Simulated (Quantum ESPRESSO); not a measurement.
Crystal: Se.

```xyz
3
Lattice="4.3552 0.0000 0.0000 -2.1776 3.7717 0.0000 0.0000 0.0000 4.9494" Properties=species:S:1:pos:R:3 pbc="T T T"
Se    1.7050    2.9532    2.4747
Se   -0.4725    0.8185    4.1245
Se    0.9451    0.0000    0.8249
```

| Item | Value |
| --- | --- |
| Program | Quantum ESPRESSO 7.5 |
| Task | single point |
| Functional | PBE |
| Potentials or basis | SSSP 1.3 efficiency PBE |
| Cutoff | 748 eV |
| Density cutoff | 5987 eV |
| k mesh | 7 × 7 × 6 |
| Occupations | fermi-dirac, width 0.05 eV |
| Spin | no spin polarisation |

On this cell: pressure 5.5 GPa; largest force 1.158 eV/Å; band gap on the k mesh 1.16 eV, indirect (least direct gap 1.38 eV).

The same run follows on a disturbed copy (atoms moved at random, drawn with an rms of 0.05 Å):

```
Se
1.0
     4.35517    0.00000    0.00000
    -2.17759    3.77169    0.00000
     0.00000    0.00000    4.94945
Se
3
Direct
  0.78387 0.79043 0.49835
  0.01859 0.22154 0.83490
  0.20435 0.99636 0.17210
```

Question: What changes?

Answer: The energy moves by +47.4 meV/atom; pressure 7.7 GPa; largest force 2.063 eV/Å; band gap on the k mesh 1.01 eV, indirect (least direct gap 1.17 eV).

Forces on the atoms (eV/Å):
```
Se  -1.012 -1.353  0.494
Se  -1.037  1.320 -0.262
Se   2.049  0.034 -0.232
```

Stress tensor (GPa, compression positive):
```
 6.97  0.19 -0.52
 0.19  5.87 -1.37
-0.52 -1.37 10.37
```

Caveats: an odd mesh through Γ misses points on the zone boundary, where band edges often lie; forces of over 1 eV/Å show positions far from the minimum, so gaps and moduli don't describe the material at rest (some runs).
